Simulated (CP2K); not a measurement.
Here is a CP2K 2026.2 calculation.

The input pt_bands.inp:

```
&GLOBAL
  PROJECT pt_bands
  RUN_TYPE ENERGY_FORCE
  PRINT_LEVEL LOW
&END GLOBAL
&FORCE_EVAL
  METHOD QS
  STRESS_TENSOR ANALYTICAL
  &DFT
    BASIS_SET_FILE_NAME BASIS_MOLOPT_UZH
    POTENTIAL_FILE_NAME POTENTIAL_UZH
    &MGRID
      CUTOFF 450
      REL_CUTOFF 60
      NGRIDS 5
    &END MGRID
    &QS
      METHOD GPW
      EPS_DEFAULT 1.0E-9
    &END QS
    &KPOINTS
      SCHEME MONKHORST-PACK 12 12 12
      GAMMA_CENTERED T
      SYMMETRY T
      SYMMETRY_BACKEND SPGLIB
    &END KPOINTS
    &SCF
      SCF_GUESS ATOMIC
      EPS_SCF 1.0E-6
      MAX_SCF 100
      ADDED_MOS 11
      CHOLESKY OFF
      EPS_EIGVAL 1.0E-7
      &DIAGONALIZATION ON
        ALGORITHM STANDARD
      &END DIAGONALIZATION
      &MIXING ON
        METHOD BROYDEN_MIXING
        ALPHA 0.4
        BETA 1.5
        NBUFFER 8
      &END MIXING
      &SMEAR ON
        METHOD FERMI_DIRAC
        ELECTRONIC_TEMPERATURE [K] 1160.452
      &END SMEAR
    &END SCF
    &XC
      &XC_FUNCTIONAL
        &GGA_X_PBE_SOL
        &END GGA_X_PBE_SOL
        &GGA_C_PBE_SOL
        &END GGA_C_PBE_SOL
      &END XC_FUNCTIONAL
    &END XC
    &PRINT
      &KPOINTS ON
      &END KPOINTS
      &MULLIKEN ON
      &END MULLIKEN
      &MO ON
        ENERGIES T
        OCCUPATION_NUMBERS T
        &EACH
          QS_SCF 0
        &END EACH
        ADD_LAST NUMERIC
      &END MO
      &LOWDIN ON
      &END LOWDIN
      &HIRSHFELD ON
        SHAPE_FUNCTION DENSITY
      &END HIRSHFELD
      &BAND_STRUCTURE
        FILE_NAME bands.bs
        ADDED_MOS 2
        &KPOINT_SET
          UNITS B_VECTOR
          NPOINTS 6
          SPECIAL_POINT GAMMA 0.00000000 0.00000000 0.00000000
          SPECIAL_POINT X 0.50000000 0.00000000 0.50000000
          SPECIAL_POINT W 0.50000000 0.25000000 0.75000000
          SPECIAL_POINT K 0.37500000 0.37500000 0.75000000
          SPECIAL_POINT GAMMA 0.00000000 0.00000000 0.00000000
          SPECIAL_POINT L 0.50000000 0.50000000 0.50000000
          SPECIAL_POINT U 0.62500000 0.25000000 0.62500000
          SPECIAL_POINT W 0.50000000 0.25000000 0.75000000
          SPECIAL_POINT L 0.50000000 0.50000000 0.50000000
          SPECIAL_POINT K 0.37500000 0.37500000 0.75000000
        &END KPOINT_SET
        &KPOINT_SET
          UNITS B_VECTOR
          NPOINTS 6
          SPECIAL_POINT U 0.62500000 0.25000000 0.62500000
          SPECIAL_POINT X 0.50000000 0.00000000 0.50000000
        &END KPOINT_SET
      &END BAND_STRUCTURE
    &END PRINT
  &END DFT
  &SUBSYS
    &CELL
      A 2.7731313745 0.0000000000 0.0000000000
      B 1.3865656872 2.4016022183 0.0000000000
      C 1.3865656872 0.8005340728 2.2642522857
      PERIODIC XYZ
    &END CELL
    &COORD
      SCALED
      Pt  0.0000000000 0.0000000000 0.0000000000
    &END COORD
    &KIND Pt
      BASIS_SET TZVP-MOLOPT-PBE-GTH-q18
      POTENTIAL GTH-PBE-q18
    &END KIND
    &PRINT
      &ATOMIC_COORDINATES ON
      &END ATOMIC_COORDINATES
      &CELL ON
      &END CELL
    &END PRINT
  &END SUBSYS
  &PRINT
    &FORCES ON
    &END FORCES
    &STRESS_TENSOR ON
    &END STRESS_TENSOR
  &END PRINT
&END FORCE_EVAL
```

Potentials or basis: POTENTIAL_UZH Pt GTH-PBE-q18; TZVP-MOLOPT-PBE-GTH basis.

Command:

```console
$ OMP_NUM_THREADS=1 cp2k.psmp -i pt_bands.inp -o pt_bands.out
```

(1) Predict the band gap on the k mesh.

(2) Predict the pressure.

## Answers

(1) none (metal or under the smearing width).

(2) 0.1 GPa.

Caveat: the potentials were made for another functional, which shifts forces and pressure; spin-orbit coupling is left out, which moves the levels of the heavy elements; the basis of atomic orbitals isn't converged, which shifts pressures, moduli and gaps.
